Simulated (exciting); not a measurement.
Something may be wrong with this exciting (release sodium) calculation of Pr.

input.xml

```xml
<input>
  <title>Pr</title>
  <structure speciespath="./" tshift="false">
    <crystal scale="1.88972612463">
      <basevect>0.000000000000 2.580500000000 2.580500000000</basevect>
      <basevect>2.580500000000 0.000000000000 2.580500000000</basevect>
      <basevect>2.580500000000 2.580500000000 0.000000000000</basevect>
    </crystal>
    <species speciesfile="Pr.xml" rmt="2.29">
      <atom coord="0.000000000000 0.000000000000 0.000000000000" bfcmt="0 0 -8"/>
    </species>
  </structure>
  <groundstate do="fromscratch" ngridk="9 9 9" rgkmax="8.5" gmaxvr="14" lmaxapw="10" lmaxmat="10" lmaxvr="8" stype="Methfessel-Paxton 1" swidth="0.00183747" nempty="22" ValenceRelativity="iora*" epsengy="1e-06" epspot="1e-06" maxscl="60" outputlevel="normal" mixer="lin" beta0="1.5" betadec="1">
    <libxc exchange="XC_GGA_X_RPBE" correlation="XC_GGA_C_PBE"/>
    <spin spinorb="true" reducebf="0.5"/>
  </groundstate>
  <properties>
    <dos nwdos="200" winddos="-0.8 0.6" inttype="tetra" ngrdos="100" nsmdos="0" lmirep="true"/>
  </properties>
</input>
```

Potentials or basis: all-electron LAPW+lo, shipped species files, valence relativity iora*.

The run is started by

```bash
$ OMP_NUM_THREADS=1 exciting_smp
```

INFO.OUT:

```text
================================================================================
EXCITING SODIUM started
All units are atomic (Hartree, Bohr, etc.)
================================================================================

********************************************************************************
* Ground-state run starting from atomic densities                              *
********************************************************************************

[... 88 lines left out ...]

++++++++++++++++++++++++++++++++++++++++++++++++++++++++++++++++++++++++++++++++
+ Self-consistent loop started                                                 +
++++++++++++++++++++++++++++++++++++++++++++++++++++++++++++++++++++++++++++++++
 Density and potential initialised from atomic data

++++++++++++++++++++++++++++++++++++++++++++++++++++++++++++++++++++++++++++++++
+ SCF iteration number :    1                                                  +
++++++++++++++++++++++++++++++++++++++++++++++++++++++++++++++++++++++++++++++++
 Total energy                               :     -9154.52991368
 _______________________________________________________________
 Fermi energy                               :         0.41122088
 Kinetic energy                             :      9998.73350248
 Coulomb energy                             :    -18938.58867405
 Exchange energy                            :      -211.40759715
 Correlation energy                         :        -3.26714496
 No external B-field energy in total energy
[... 370 lines left out ...]
++++++++++++++++++++++++++++++++++++++++++++++++++++++++++++++++++++++++++++++++
+ SCF iteration number :   12                                                  +
++++++++++++++++++++++++++++++++++++++++++++++++++++++++++++++++++++++++++++++++
```

Among its messages:

```text
Warning (APW_basis_size): Automatic computation of the attribute APWprecision is not possible, because a predefined rgkmax value for the given atomic number 59 does not exist.
```

Question: What happened, and what is wrong with the input?

Answer: The run was cut off at its time limit. The input holds a flaw that was put in on purpose: linear mixing far too strong (mixer = lin; beta0 = 1.5; betadec = 1).
